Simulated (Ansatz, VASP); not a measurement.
C: VASP beside Ansatz

INCAR

```
PREC = Accurate ; ENCUT = 520
EDIFF = 1E-6 ; ISMEAR = 0
SIGMA = 0.05 ; LREAL = False
LASPH = True ; NELM = 60
ALGO = Normal ; ISIF = 2
LWAVE = False ; LCHARG = True
GGA = PE ; LELF = True
LVHAR = True ; NBANDS = 11
```

Contents of KPOINTS:

```
regular mesh
0
Gamma
  12 12 12
```

POSCAR

```
C
1.0
    0.0000000000      1.9399301478      1.5131455153
    1.9399301478      0.0000000000      1.5131455153
    1.9399301478      1.9399301478      0.0000000000
C
2
Direct
    0.5000000000      0.5000000000      0.5000000000
    0.7500000000      0.7500000000      0.7500000000
```

Input for Ansatz:

```yaml
crystal:
  lattice:
    - [0.0, 1.9399301478, 1.5131455153]
    - [1.9399301478, 0.0, 1.5131455153]
    - [1.9399301478, 1.9399301478, 0.0]
  atoms:
    - { symbol: C, position: [0.5, 0.5, 0.5] }
    - { symbol: C, position: [0.75, 0.75, 0.75] }
basis:
  ecutwfc: 420
kpoints:
  mp_grid: { grid: [12, 12, 12] }
hamiltonian:
  xc: pbe
scf:
  occupations: { method: gaussian, width: 0.05 }
output:
  forces: true
  stress: true
  eigenvalues: true
  write_density: true
  write_potential: true
  elf: true
  volumetric_format: npy
```

Alike in both runs: task single point; functional PBE; k mesh 12 × 12 × 12; occupations gaussian, width 0.05 eV; no spin polarisation.

|  | VASP | Ansatz |
| --- | --- | --- |
| version | VASP 6.6.1 | Ansatz 0.2.0 |
| potentials or method | VASP PAW PBE potentials, release 64 (C) | scalar-relativistic, plane waves, PAW |
| plane-wave cutoff (eV) | 520 | 420 |
| valence electrons in the cell | 8 | 8 |

```tsv
	VASP	Ansatz	Ansatz less VASP
gap on the k mesh at the Fermi level (eV)	none	none	-
pressure (GPa)	1.3	0.7	-0.58
largest component of the traceless stress (GPa)	109.74	109.89	+0.150
```

A gap of «none» marks a metal or a gap that the smearing closes. With one functional, cell and mesh, what is left measures potentials, basis and numerics.
